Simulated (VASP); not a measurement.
A run of VASP 6.6.1 is set up as follows.

File INCAR:

```
SYSTEM = Ge
  PREC = Accurate
  ENCUT = 600
  EDIFF = 1E-6
  ISMEAR = -1
  SIGMA = 0.05
  LREAL = .FALSE.
  LASPH = .TRUE.
  NELM = 60
  ALGO = Normal
  ISIF = 3
  LWAVE = .FALSE.
  LCHARG = .FALSE.
  GGA = PE
  IVDW = 11
  IBRION = 2
  NSW = 60
  EDIFFG = -0.01
```

KPOINTS

```
Automatic mesh
0
G
  8 8 8
  0 0 0
```

Contents of POSCAR:

```
Ge
1.0
    0.0000000000      2.8289100000      2.8289100000
    2.8289100000      0.0000000000      2.8289100000
    2.8289100000      2.8289100000      0.0000000000
Ge
2
Direct
    0.7500000000      0.7500000000      0.7500000000
    0.5000000000      0.5000000000      0.5000000000
```

Potentials or basis: VASP PAW PBE potentials, release 64 (Ge_d).

Run with:

```console
$ cat potpaw_PBE.64/Ge_d/POTCAR > POTCAR
$ mpirun -np 1 vasp_std > vasp.out
```

**Question.** Estimate the dispersion energy per atom.

**Answer.** -0.166 eV.

**Question.** What does it give for the relaxed volume?

**Answer.** 23.57 Å³/atom.

**Question.** Predict the space group after relaxing (to 0.05 Å).

**Answer.** Fd-3m (No. 227).

**Question.** What does it give for the relaxed cell?

**Answer.** a = 4.055 Å, b = 4.055 Å, c = 4.055 Å, α = 60.00°, β = 60.00°, γ = 60.00°.

Final structure:
```xyz
2
Lattice="0.0000 2.8670 2.8670 2.8670 0.0000 2.8670 2.8670 2.8670 0.0000" Properties=species:S:1:pos:R:3 pbc="T T T"
Ge    4.3006    4.3006    4.3006
Ge    2.8670    2.8670    2.8670
```

Caveat: pairwise dispersion overbinds metals, which lowers pressure and volume.

The cell as given is a measured one (22.64 Å³/atom); PBE+D3 puts the equilibrium volume +4.1 % from it, thermal expansion not counted.
